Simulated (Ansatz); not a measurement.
CdTe:

```xyz
2
Lattice="0.0000 3.2050 3.2050 3.2050 0.0000 3.2050 3.2050 3.2050 0.0000" Properties=species:S:1:pos:R:3 pbc="T T T"
Te    4.8075    4.8075    4.8075
Cd    0.0000    0.0000    0.0000
```

Base run:

| Quantity | Value |
| --- | --- |
| Program | Ansatz 0.2.0 |
| Functional | PBE |
| Potentials or basis | all-electron PAW datasets made for the crystal |
| Cutoff | 240 eV (chosen from the basis error) |
| k mesh | 6 × 6 × 6 |
| Occupations | fermi-dirac, width 0.05 eV |
| Spin | no spin polarisation |

Its results: band gap on the k mesh 0.87 eV, direct; pressure 4.3 GPa.

**Question.** The run is repeated on the same cell with these changes: functional from PBE to HSE06; cutoff from 240 eV (chosen from the basis error) to 270 eV (chosen from the basis error). What comes out?

**Answer.** Band gap on the k mesh 1.75 eV, direct; pressure 3.3 GPa.

HSE06 gives the wider gap, since exact exchange removes part of the self-interaction.

Caveats: spin-orbit coupling is left out, which moves the levels of the heavy elements.

The runs don't all hold the same shells in valence.
